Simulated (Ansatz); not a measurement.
ZrO$_{2}$: levels along high-symmetry lines

```
Zr O
1.0
     0.00000    2.53500    2.53500
     2.53500    0.00000    2.53500
     2.53500    2.53500    0.00000
Zr O
1 2
Direct
  0.00000 0.00000 0.00000
  0.25000 0.25000 0.25000
  0.75000 0.75000 0.75000
```

Atoms are numbered in the order listed.

The cell comes from COD entry 9009051, which wasn't checked; take it as a given geometry. It differs from other determinations.

These are results of Ansatz 0.2.0, DFT, PBE, all-electron LAPW, scalar-relativistic, not measurements.

The runs use a Γ-centred 9×9×9 k mesh, Fermi–Dirac smearing of 0.03 eV, basis error target 1 meV/atom, no spin polarisation.

Points in fractions of the reciprocal vectors of this cell: Γ (0, 0, 0), X (0.5, 0, 0.5), U (0.625, 0.25, 0.625), K (0.375, 0.375, 0.75), L (0.5, 0.5, 0.5), W (0.5, 0.25, 0.75). The path joins them by straight lines in the order Γ–X–U–K–Γ–L–W–X; legs that retrace an earlier one aren't tabulated. Energies are in eV from the top of the valence band.

Problem. List the levels at W between -8 and 6 eV.

Solution. -4.79, -4.70, -2.40 (×2), -1.39, -0.20, 4.50, 4.65.

Problem. List the levels at K between -8 and 6 eV.

Solution. -5.37, -3.64, -3.09, -2.24, -1.22, -0.34, 4.08, 4.81.

Problem. List the levels at Γ between -8 and 6 eV.

Solution. -5.30 (×3), -0.54 (×3), 3.39 (×2).

Problem. What is the band gap?

Solution. 3.39 eV, indirect from X (0.5, 0, 0.5) to Γ.
